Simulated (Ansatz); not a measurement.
Equation of state of Tl

```cif
data_structure
_symmetry_space_group_name_H-M 'P 1'
_symmetry_Int_Tables_number 1
_cell_length_a 3.3879
_cell_length_b 3.3879
_cell_length_c 3.3879
_cell_angle_alpha 109.471
_cell_angle_beta 109.471
_cell_angle_gamma 109.471
_cell_volume 29.93
loop_
_atom_site_label
_atom_site_type_symbol
_atom_site_fract_x
_atom_site_fract_y
_atom_site_fract_z
_atom_site_occupancy
Tl1 Tl 0.00000 0.00000 0.00000 1
```

The runs use the primitive cell with vectors (-1.956, 1.956, 1.956), (1.956, -1.956, 1.956), (1.956, 1.956, -1.956) Å, to which the k mesh refers.

Structure from Materials Project entry mp-39 (possibly hypothetical), not relaxed further.

Spin–orbit coupling is left out, though it moves levels of the heavy atoms by tenths of an eV or more.

All numbers are computed: DFT, PBE, all-electron LAPW, scalar-relativistic (Ansatz 0.2.0); DFT, PBE, PAW with Ansatz's default frozen-core files, scalar-relativistic (Ansatz 0.2.0).

For LAPW: a Γ-centred 13×13×13 k mesh, Fermi–Dirac smearing of 0.03 eV, basis error target 1 meV/atom, no spin polarisation. PAW takes a cutoff of 420 eV at this cell. The Ansatz runs share mesh, smearing and spin set-up. Plane-wave (PAW) pressures include the program's estimate of the Pulay term.

The cell above is scaled evenly, with fractional coordinates and shape held.

```tsv
V/V(cell)	V (Å³/atom)	P, LAPW (GPa)	P, PAW (GPa)	free energy over the lowest listed, PAW (meV/atom)
0.9600	28.737	2.97	2.96	22.4
0.9800	29.335	2.16	2.15	12.9
1.0000	29.934	1.45	1.44	6.2
1.0200	30.533	0.82	0.82	2.0
1.0400	31.131	0.27	0.27	0.0
```
